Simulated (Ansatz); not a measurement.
# RbBr (Fm-3m) in Ansatz: further runs

One crystal, RbBr, is run at these levels: PBE0; tasks: single point, equation of state.

All numbers are computed with Ansatz 0.2.0; they aren't measurements. Logs are shortened: lines on timing, memory, paths and dates and some standing lists are left out, and cuts for length are marked.

**1. The structure**

Symmetry: Fm-3m, No. 225, cubic system. The conventional cell has a = 6.854 Å, b = 6.854 Å, c = 6.854 Å, α = 90.00°, β = 90.00°, γ = 90.00°. Around Rb (site symmetry m-3m) lie 6 Br at 3.43 Å. Br (site symmetry m-3m) is surrounded by 6 Rb at 3.43 Å.

**2. Single point, PBE0, 37.83 Å³/atom (volume scaled by 0.94)**

input

```
crystal:
  lattice:
    - [0.0, 3.3570415946, 3.3570415946]
    - [3.3570415946, 0.0, 3.3570415946]
    - [3.3570415946, 3.3570415946, 0.0]
  atoms:
    - { symbol: Rb, position: [0.0, 0.0, 0.0] }
    - { symbol: Br, position: [0.5, 0.5, 0.5] }
hamiltonian:
  xc: pbe0
  pseudopotentials: { kind: paw }
kpoints:
  mp_grid: { grid: [4, 4, 4] }
scf:
  occupations: { method: fermi_dirac, width: 0.05 }
output:
  forces: true
  stress: true
  eigenvalues: true
```

Potentials or basis: Ansatz PAW.

What it wrote:

```text
Warning: output.stress: scf.convergence.dr2_threshold = 1e-7 eV (the SCF's general default) is looser than the 2e-10 eV advised for a printed stress (1e-10 eV for each atom of the cell: 2). What an SCF threshold leaves in a stress goes as its square root, and in the free energy as the threshold itself, and one threshold admits the most on a small cell: of the crystals measured, under no hybrid functional and no lock of the moments, on runs that ended without the residual-converged pass, on stresses that held no estimate of that error, the worst erred by over 100 MPa in a component at 1e-7 eV an atom and by under 5 at 1e-10. Set scf.convergence.dr2_threshold to 2e-10 eV or tighter. The threshold is an SCF's pass mark: one that does not reach it within its budget of iterations ends unconverged, or closes short of it on a stop that the run arms, and scf.convergence.dr2_threshold's page says what that costs each kind of run
Warning: output.stress: scf.exx.energy_threshold = 1e-6 eV is looser than the 2e-8 eV advised for a stress under a hybrid functional (1e-8 eV for each atom of the cell: 2). Every SCF of the exchange loop can meet its threshold on dr2 while the loop round them stops early: no threshold on dr2 bounds what that leaves in the stress. Set scf.exx.energy_threshold to 2e-8 eV or tighter. The threshold is the loop's pass mark: a loop that does not reach it within its budget of cycles ends unconverged, and scf.exx.energy_threshold's page has the law
GPUs: using 1 of 1 available (devices: 1).
Engine: ansatz 0.2.0, x86_64-unknown-linux-gnu
Pseudopotentials: kind: paw
Pseudopotential: Rb, paw, valence charge 9, recommended cutoff 420 eV (normal), Rb.paw.azcp
Pseudopotential: Br, paw, valence charge 7, recommended cutoff 420 eV (normal), Br.paw.azcp
Functional definition: PBE0
  parameter a = 0.25
  parameter kappa = 0.804
  parameter beta = 0.06672455060314922
  exchange = (1 - a)*pbe_x(kappa = kappa, mu = beta*pi^2/3) + a*exact_x
  correlation = pbe_c(beta = beta)
device memory: the entry about to start is reckoned to put 0.6 GiB on a device that reports 74.4 GiB free (of which the cap on the GPU budget leaves the run 18.0 GiB)
GPU FFT provider: cuFFT
GPU libraries: cuBLAS 13.8.2, cuFFT 12.4.0, cuSOLVER 12.3.4
Crystal: 2 atoms, lattice volume = 75.666 Å³
Basis set: ecut = 420 eV, 1459 PW (Γ), exchange–correlation on 64×64×64 points (8 copies of the dense FFT grid, shifted against one another)
Bands: 12, of which v1, the nominal top of the filled ones, is band 8 counted from 1 (7 counted from 0)
Symmetry: 48 space group operations
Space group: Fm-3m (ITA 225), of the structure as read, at distance tolerance 4.2e-5 Å
k-points: 8 of 64
Non-local potential: Rb, projectors of the file, l = 0: 3, l = 1: 2, l = 2: 2
Non-local potential: Br, projectors of the file, l = 0: 2, l = 1: 2, l = 2: 2
PAW form: soft (Blöchl's): semilocal exchange-correlation on the pseudo side does not see the compensation charge
PAW frozen core: Rb, regenerated for the run's functional, and the local potential with it (the file was generated under x = pbe(κ = 0.804, μ = 0.2195149727645171), c = pbe(β = 0.06672455060314922))
PAW frozen core: Br, regenerated for the run's functional, and the local potential with it (the file was generated under x = pbe(κ = 0.804, μ = 0.2195149727645171), c = pbe(β = 0.06672455060314922))
PAW one-centre angular grid: Rb, 110 points (default); XC on 64 Gauss nodes
PAW one-centre angular grid: Br, 110 points (default); XC on 64 Gauss nodes
Initial density: superposition of atomic densities (neutral atoms: chi_scale 0, normalization atom), corrected by the library's trained network
Initial wavefunctions: pseudopotential atomic-orbital guess
GPU buffer pool allocated for 32768 grid points (all kernels)
GPU transforms: local potential and band sums: pruned to the plane-wave sphere, on 32×32×32
Functional: x = pbe(κ = 0.804, μ = 0.2195149727645171), c = pbe(β = 0.06672455060314922), warm-up for x = 0.75 pbe(κ = 0.804, μ = 0.2195149727645171) + 0.25 exact, c = pbe(β = 0.06672455060314922)
SCF iter   1: F=—  HF=-6054.001445 eV  |F-HF|=—  |Δ(HF+E_count)|=         —  Δρ=1.32e-3  dr2=1.73e-3  ethr=1.77e-3  ⟨swp⟩=2.5  Hψ=689  notcnv=0
preconditioner: auto → none  [insulator: Δε(μ)=4.498 eV  Ē_g=13.452 eV  σ=0.050 eV  W_gap=1.00  n_scr=14 (ndim 8)  ℏωp=16.0 eV  f_vac=0.065  D(μ)=0.00/eV (n_scr^D=0)]
iter 2 solved again at ethr=3.16e-7 eV; its pass at ethr=1.08e-5 eV (dr2=5.05e-5 eV) is discarded
SCF iter   2: F=-6054.000849 eV  HF=-6054.000862 eV  |F-HF|=1.28e-5  |Δ(HF+E_count)|=   5.83e-4  Δρ=2.64e-4  dr2=4.82e-5  ethr=3.16e-7  ⟨swp⟩=3.4  Hψ=411  notcnv=0  defer=1
SCF 1 stopped early in 2 iterations: F = -6054.000849 eV  dr2 = 4.82e-5
device memory: the entry about to start is reckoned to put 1.3 GiB on a device that reports 72.3 GiB free (of which the cap on the GPU budget leaves the run 18.0 GiB)
GPU FFT provider: cuFFT
GPU libraries: cuBLAS 13.8.2, cuFFT 12.4.0, cuSOLVER 12.3.4
Initial density: handed on by an earlier stage of this run
Initial wavefunctions: those handed on with the density
GPU buffer pool allocated for 32768 grid points (all kernels)
GPU transforms: local potential and band sums: pruned to the plane-wave sphere, on 32×32×32
Functional: x = 0.75 pbe(κ = 0.804, μ = 0.2195149727645171) + 0.25 exact, c = pbe(β = 0.06672455060314922)
Exchange kernel: α = 0.2500, full range, Wigner–Seitz truncation, v(0) = 9922.7541 eV·Å³, q-mesh 4×4×4, nearest image of the exchange supercell L = 18.99 Å, pair-density grid 18×18×18, without the augmentation charges, whose exchange is taken in its separable form by FFT convolution over the k-point mesh (sized by the pseudopotential files, 27×27×27 at the most), smooth part of the exact exchange by density-matrix convolution in up to 1.32 GiB of GPU memory as planned if the GPU has room (build and FFT work areas not counted)
Frozen-core exchange: fock
SCF iter   1: F=—  HF=-6058.271678 eV  |F-HF|=—  |Δ(HF+E_count)|=         —  Δρ=2.43e-3  dr2=3.60e-3  ethr=3.02e-6  ⟨swp⟩=7.6  Hψ=483  notcnv=0
preconditioner: auto → none  [insulator: Δε(μ)=6.410 eV  Ē_g=15.896 eV  σ=0.050 eV  W_gap=1.00  n_scr=14 (ndim 8)  ℏωp=16.0 eV  f_vac=0.067  D(μ)=0.00/eV (n_scr^D=0)]
SCF iter   2: F=—  HF=-6058.270567 eV  |F-HF|=—  |Δ(HF+E_count)|=   1.11e-3  Δρ=1.09e-3  dr2=8.01e-4  ethr=3.02e-6  ⟨swp⟩=3.0  Hψ=209  notcnv=0
SCF iter   3: F=—  HF=-6058.272943 eV  |F-HF|=—  |Δ(HF+E_count)|=   2.38e-3  Δρ=3.84e-4  dr2=1.78e-4  ethr=3.02e-6  ⟨swp⟩=3.4  Hψ=219  notcnv=0
SCF iter   4: F=—  HF=-6058.272896 eV  |F-HF|=—  |Δ(HF+E_count)|=   4.67e-5  Δρ=4.78e-5  dr2=5.72e-6  ethr=1.02e-6  ⟨swp⟩=3.0  Hψ=185  notcnv=0
SCF iter   5: F=-6058.272936 eV  HF=-6058.272937 eV  |F-HF|=8.43e-7  |Δ(HF+E_count)|=   4.08e-5  Δρ=3.74e-5  dr2=2.26e-6  ethr=4.73e-9  ⟨swp⟩=5.0  Hψ=351  notcnv=0
SCF 2 stopped early in 5 iterations: F = -6058.272936 eV  dr2 = 2.26e-6
hybrid outer 1: dexx = +3.142e-3 eV, tail = 1.45e-5 eV
GPU FFT provider: cuFFT
GPU libraries: cuBLAS 13.8.2, cuFFT 12.4.0, cuSOLVER 12.3.4
GPU buffer pool allocated for 32768 grid points (all kernels)
GPU transforms: local potential and band sums: pruned to the plane-wave sphere, on 32×32×32
Exchange kernel: α = 0.2500, full range, Wigner–Seitz truncation, v(0) = 9922.7541 eV·Å³, q-mesh 4×4×4, nearest image of the exchange supercell L = 18.99 Å, pair-density grid 18×18×18, without the augmentation charges, whose exchange is taken in its separable form by FFT convolution over the k-point mesh (sized by the pseudopotential files, 27×27×27 at the most), smooth part of the exact exchange by density-matrix convolution in up to 1.32 GiB of GPU memory as planned if the GPU has room (build and FFT work areas not counted)
Frozen-core exchange: fock
SCF iter   1: F=—  HF=-6058.273235 eV  |F-HF|=—  |Δ(HF+E_count)|=         —  Δρ=2.94e-5  dr2=3.19e-7  ethr=4.52e-7  ⟨swp⟩=3.8  Hψ=243  notcnv=0
preconditioner: auto → none  [insulator: Δε(μ)=6.415 eV  Ē_g=15.908 eV  σ=0.050 eV  W_gap=1.00  n_scr=14 (ndim 8)  ℏωp=16.0 eV  f_vac=0.072  D(μ)=0.00/eV (n_scr^D=0)]
SCF iter   2: F=—  HF=-6058.273235 eV  |F-HF|=—  |Δ(HF+E_count)|=   3.61e-8  Δρ=9.29e-6  dr2=2.62e-8  ethr=1.95e-9  ⟨swp⟩=3.0  Hψ=214  notcnv=0
SCF iter   3: F=-6058.273235 eV  HF=-6058.273235 eV  |F-HF|=2.44e-9  |Δ(HF+E_count)|=   5.98e-9  Δρ=2.01e-6  dr2=1.13e-8  ethr=1.24e-10  ⟨swp⟩=3.5  Hψ=235  notcnv=0
SCF 3 converged in 3 iterations: F = -6058.273235 eV  dr2 = 1.13e-8
  Residual-converged pass: ⟨swp⟩=3.1  Hψ=215  notcnv=0  max |occ|·‖R‖ = 1.7e-6 eV (tolerance 2.4e-6 eV)  dr2=1.13e-8  dr2_onsite=2.00e-10  max |Δocc| = 0.0e0
hybrid outer 2: dexx = +2.064e-7 eV, tail = 2.87e-8 eV, Δε = 2.17e-3 eV (about 9.80e-5 eV left of the loop's levels)
hybrid SCF converged: 2 outer / 8 inner (+2 warm-up), last move |dexx| = 2.06e-7 eV, tail = 2.87e-8 eV
Stability not checked: this state was not tested for a lower state beside it, because the functional holds exact exchange (a hybrid, or Hartree-Fock), whose exchange loop this test does not read (fock_operator; see scf.lower_state_search)
Free energy (F): -6058.273236 eV
Frozen-core exchange: fock
Harris-Foulkes:  -6058.273236 eV  (|F-HF|=2.44e-9)
Internal energy: -6058.273236 eV  (E = F + TS)
E sigma→0 (E₀):  -6058.273236 eV
Fermi energy:    3.650396 eV
--- Per-component energies (eV) ---
  E_band       = -128.729281
  E_kinetic    = 328.012329
  E_local      = -774.258070  (includes V_loc(G=0)·N_el)
  E_nonlocal   = 242.614971
  E_hartree    = 197.724676
  E_xc         = -304.303042
  E_vxc        = -187.430654  (∫ρ·V_xc dr)
  E_exx        = -39.990680  (= α·E_x^exact, valence–valence)
  E_paw        = -4920.982230  (= ΣΔE_a)
  E_vpaw       = -53.134710  (= ΣTr[D̂ρ^β])
  E_aug_tail   = -0.000001  (compensation charges beyond the density's cutoff)
  E_ewald      = -786.392786
  E_core_change = -0.698404  (= ΣΔE_core)
  E_smearing   = -0.000000  (= −TS)
  E_closure    = 0.000000  (closes the sum)
  Σ components = -6058.273236   (vs F -6058.273236, Δ=0.00e0)
--- Forces (eV/Å), atoms counted from 1 ---
  atom   1  Rb    -0.00000000     0.00000000     0.00000000
  atom   2  Br     0.00000000    -0.00000000     0.00000000
  max |Σ_I F_I| component: 5.13e-30 eV/Å
--- Stress (GPa, compression-positive) ---
        1.889684      -0.000000       0.000000
        0.000000       1.889684      -0.000000
        0.000000       0.000000       1.889684
  P = ⅓ Tr σ = 1.8897 GPa (18.897 kbar)
--- Band table (eV; the first three rows and the last of 8) ---
  k-point 0: bands = ["-25.6193", "-12.8930", "-8.5164", "-8.5164", "-8.5164", "0.4042", "0.4042", "0.4042", "6.8192", "9.7127", "9.7127", "9.7127"]
  k-point 1: bands = ["-25.6119", "-12.9237", "-8.5187", "-8.5187", "-8.4723", "-0.2481", "0.1730", "0.1730", "8.1857", "9.5720", "10.5204", "10.5204"]
  k-point 2: bands = ["-25.6045", "-12.9536", "-8.5208", "-8.5208", "-8.4284", "-0.7663", "-0.0401", "-0.0401", "9.2618", "10.3664", "12.2829", "12.2829"]
  k-point 7: bands = ["-25.6003", "-12.8602", "-8.6915", "-8.6915", "-8.4802", "-0.1939", "0.0123", "0.0123", "9.4938", "9.4938", "11.0136", "11.4593"]
```

It used 10 s of CPU time on 1 × NVIDIA H100 80GB HBM3 with 2 threads of AMD EPYC 7R13 Processor (Zen 3), on a shared host, which was overloaded at the time.

What came out:

```
Free energy            : -6058.2732 eV
Pressure               : 1.9 GPa
Band gap on the k mesh : 6.41 eV, direct
```

Caveat: the PAW data sets come from PBE, with cores solved anew for the run's functional, which leaves a small shift of forces and pressure; the thresholds are loose for stress.

**3. Single point, PBE0, 38.64 Å³/atom (volume scaled by 0.96)**

input, as its differences from that of step 2:

```diff
@@ -2,5 +2,5 @@
   lattice:
-    - [0.0, 3.3570415946, 3.3570415946]
-    - [3.3570415946, 0.0, 3.3570415946]
-    - [3.3570415946, 3.3570415946, 0.0]
+    - [0.0, 3.3806835115, 3.3806835115]
+    - [3.3806835115, 0.0, 3.3806835115]
+    - [3.3806835115, 3.3806835115, 0.0]
   atoms:
```

Potentials or basis: Ansatz PAW.

It used 11 s of CPU time on 1 × NVIDIA H100 80GB HBM3 with 2 threads of AMD EPYC 7R13 Processor (Zen 3), with other jobs on the host, which was overloaded at the time.

The run converged. Its results:

- Free energy: -6058.2900 eV
- Pressure: 1.5 GPa
- Band gap on the k mesh: 6.35 eV, direct

Caveat: the PAW data sets come from PBE, with cores solved anew for the run's functional, which leaves a small shift of forces and pressure; the thresholds are loose for stress.

**4. Single point, PBE0, 39.44 Å³/atom (volume scaled by 0.98)**

input, as its differences from that of step 3:

```diff
@@ -2,5 +2,5 @@
   lattice:
-    - [0.0, 3.3806835115, 3.3806835115]
-    - [3.3806835115, 0.0, 3.3806835115]
-    - [3.3806835115, 3.3806835115, 0.0]
+    - [0.0, 3.403999307, 3.403999307]
+    - [3.403999307, 0.0, 3.403999307]
+    - [3.403999307, 3.403999307, 0.0]
   atoms:
@@ -19 +19,5 @@
   eigenvalues: true
+  write_density: true
+  write_potential: true
+  elf: true
+  volumetric_format: npy
```

It used 13 s of CPU time on 1 × NVIDIA H100 80GB HBM3 with 2 threads of AMD EPYC 7R13 Processor (Zen 3), on a shared host, which was overloaded at the time.

It converged, with:

```yaml
Free_energy: -6058.3027 eV
Pressure: 1.1 GPa
Band_gap_on_the_k_mesh: 6.30 eV, direct
```

Caveat: the PAW data sets come from PBE, with cores solved anew for the run's functional, which leaves a small shift of forces and pressure; the thresholds are loose for stress.

**5. Single point, PBE0, 40.25 Å³/atom**

input

```
crystal:
  lattice:
    - [0.0, 3.427, 3.427]
    - [3.427, 0.0, 3.427]
    - [3.427, 3.427, 0.0]
  atoms:
    - { symbol: Rb, position: [0.0, 0.0, 0.0] }
    - { symbol: Br, position: [0.5, 0.5, 0.5] }
hamiltonian:
  xc: pbe0
  pseudopotentials: { kind: paw }
kpoints:
  mp_grid: { grid: [4, 4, 4] }
scf:
  occupations: { method: fermi_dirac, width: 0.05 }
output:
  forces: true
  stress: true
  eigenvalues: true
```

It used 11 s of CPU time on 1 × NVIDIA H100 80GB HBM3 with 2 threads of AMD EPYC 7R13 Processor (Zen 3) (shared host), which was overloaded at the time.

Results (log left out):

- Free energy: -6058.3117 eV
- Pressure: 0.7 GPa
- Band gap on the k mesh: 6.24 eV, direct

Caveat: the PAW data sets come from PBE, with cores solved anew for the run's functional, which leaves a small shift of forces and pressure; the thresholds are loose for stress.

**6. Single point, PBE0, 41.05 Å³/atom (volume scaled by 1.02)**

input, as its differences from that of step 5:

```diff
@@ -2,5 +2,5 @@
   lattice:
-    - [0.0, 3.427, 3.427]
-    - [3.427, 0.0, 3.427]
-    - [3.427, 3.427, 0.0]
+    - [0.0, 3.4496960257, 3.4496960257]
+    - [3.4496960257, 0.0, 3.4496960257]
+    - [3.4496960257, 3.4496960257, 0.0]
   atoms:
```

Potentials or basis: Ansatz PAW.

It used 10 s of CPU time on 1 × NVIDIA H100 80GB HBM3 with 2 threads of AMD EPYC 7R13 Processor (Zen 3) (shared host), which was overloaded at the time.

The run converged. Its results:

```yaml
Free_energy: -6058.3175 eV
Pressure: 0.4 GPa
Band_gap_on_the_k_mesh: 6.19 eV, direct
```

Caveat: the PAW data sets come from PBE, with cores solved anew for the run's functional, which leaves a small shift of forces and pressure; the thresholds are loose for stress.

**7. Single point, PBE0, 41.86 Å³/atom (volume scaled by 1.04)**

input, as its differences from that of step 6:

```diff
@@ -2,5 +2,5 @@
   lattice:
-    - [0.0, 3.4496960257, 3.4496960257]
-    - [3.4496960257, 0.0, 3.4496960257]
-    - [3.4496960257, 3.4496960257, 0.0]
+    - [0.0, 3.4720972769, 3.4720972769]
+    - [3.4720972769, 0.0, 3.4720972769]
+    - [3.4720972769, 3.4720972769, 0.0]
   atoms:
@@ -19 +19,5 @@
   eigenvalues: true
+  write_density: true
+  write_potential: true
+  elf: true
+  volumetric_format: npy
```

It used 11 s of CPU time on 1 × NVIDIA H100 80GB HBM3 with 2 threads of AMD EPYC 7R13 Processor (Zen 3), with other jobs on the host, which was overloaded at the time.

Results (log left out):

```
Free energy            : -6058.3204 eV
Pressure               : 0.2 GPa
Band gap on the k mesh : 6.14 eV, direct
```

Caveat: the PAW data sets come from PBE, with cores solved anew for the run's functional, which leaves a small shift of forces and pressure; the thresholds are loose for stress.

**8. Single point, PBE0, 42.66 Å³/atom (volume scaled by 1.06)**

input

```
crystal:
  lattice:
    - [0.0, 3.4942131424, 3.4942131424]
    - [3.4942131424, 0.0, 3.4942131424]
    - [3.4942131424, 3.4942131424, 0.0]
  atoms:
    - { symbol: Rb, position: [0.0, 0.0, 0.0] }
    - { symbol: Br, position: [0.5, 0.5, 0.5] }
hamiltonian:
  xc: pbe0
  pseudopotentials: { kind: paw }
kpoints:
  mp_grid: { grid: [4, 4, 4] }
scf:
  occupations: { method: fermi_dirac, width: 0.05 }
output:
  forces: true
  stress: true
  eigenvalues: true
```

It used 10 s of CPU time on 1 × NVIDIA H100 80GB HBM3 with 2 threads of AMD EPYC 7R13 Processor (Zen 3) (shared host), which was overloaded at the time.

It converged, with:

```yaml
Free_energy: -6058.3207 eV
Pressure: -0.1 GPa
Band_gap_on_the_k_mesh: 6.09 eV, direct
```

Caveat: the PAW data sets come from PBE, with cores solved anew for the run's functional, which leaves a small shift of forces and pressure; the thresholds are loose for stress.

**9. Equation of state, PBE0**

Potentials or basis: Ansatz PAW.

This step only gathers the single runs of the series.

Results:

```
Equilibrium volume                      : 42.36 Å³/atom
Bulk modulus                            : 12.6 GPa
Pressure derivative of the bulk modulus : 5.0
```

Energy against volume, from the lowest point:
```tsv
volume (Å³/atom)	energy (meV/atom)
37.833	23.74
38.638	15.36
39.443	9.02
40.248	4.51
41.053	1.59
41.858	0.16
42.663	0.00
```

Caveat: the k mesh is coarse (spacing up to 0.40 Å⁻¹), so the values aren't converged, least of all with exact exchange; the PAW data sets were made with another functional, which shifts forces and pressure a little.
